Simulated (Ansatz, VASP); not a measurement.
# One calculation of TiC, two programs

```
Ti C
1.0
     0.00000    2.13060    2.13060
     2.13060    0.00000    2.13060
     2.13060    2.13060    0.00000
Ti C
1 1
Direct
  0.00000 0.00000 0.00000
  0.50000 0.50000 0.50000
```

Alike in both runs: functional LDA; k mesh 16 × 16 × 16; occupations fermi-dirac, width 0.15 eV; no spin polarisation.

Ansatz relaxed the structure, and its values are those at the end. VASP's run is a single point on that final structure, the one shown.

|  | VASP | Ansatz |
| --- | --- | --- |
| version | VASP 6.6.1 | Ansatz 0.2.0 |
| potentials or method | VASP PAW LDA potentials, release 64 (Ti_sv, C) | scalar-relativistic, plane waves, PAW |
| plane-wave cutoff (eV) | 520 | 420 |
| valence electrons in the cell | 16 | 16 |

VASP gave:

```
gap on the k mesh at the Fermi level (eV) : none
pressure (GPa)                            : 0.7
```

Q: Estimate Ansatz's values.

A: gap on the k mesh at the Fermi level (eV): none; pressure (GPa): 0.0.

A gap of «none» marks a metal or a gap that the smearing closes. Ansatz warned: «pseudo_functional_mismatch».
